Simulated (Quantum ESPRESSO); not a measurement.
Crystal: MgS (Niningerite).

```xyz
2
Lattice="0.0000 2.6016 2.6016 2.6016 0.0000 2.6016 2.6016 2.6016 0.0000" Properties=species:S:1:pos:R:3 pbc="T T T"
S     2.6016    2.6016    2.6016
Mg    0.0000    0.0000    0.0000
```

Base run:

| Item | Value |
| --- | --- |
| Program | Quantum ESPRESSO 7.5 |
| Functional | PBE |
| Potentials or basis | PseudoDojo 0.4.1 SR PBE standard |
| Cutoff | 1143 eV |
| Density cutoff | 4572 eV |
| k mesh | 20 × 20 × 20 |
| Occupations | fixed |
| Spin | no spin polarisation |

Its results: band gap on the k mesh, mean-field level 2.79 eV, indirect (least direct gap 3.71 eV).

Task: The run is repeated on the same cell with these changes: potentials or basis from PseudoDojo 0.4.1 SR PBE standard to SPMS 1.0 PBE; cutoff from 1143 eV to 762 eV; density cutoff from 4572 eV to 3048 eV; k mesh from 20 × 20 × 20 to 5 × 5 × 5. What comes out?

Result: Band gap on the k mesh, mean-field level 3.19 eV, indirect (least direct gap 3.70 eV).

Caveats: a mesh with odd counts misses the zone's faces, so its gaps can be larger than the crystal's (some runs); an odd mesh through Γ misses points on the zone boundary, where band edges often lie (some runs).

Not every run made on this cell is shown here.
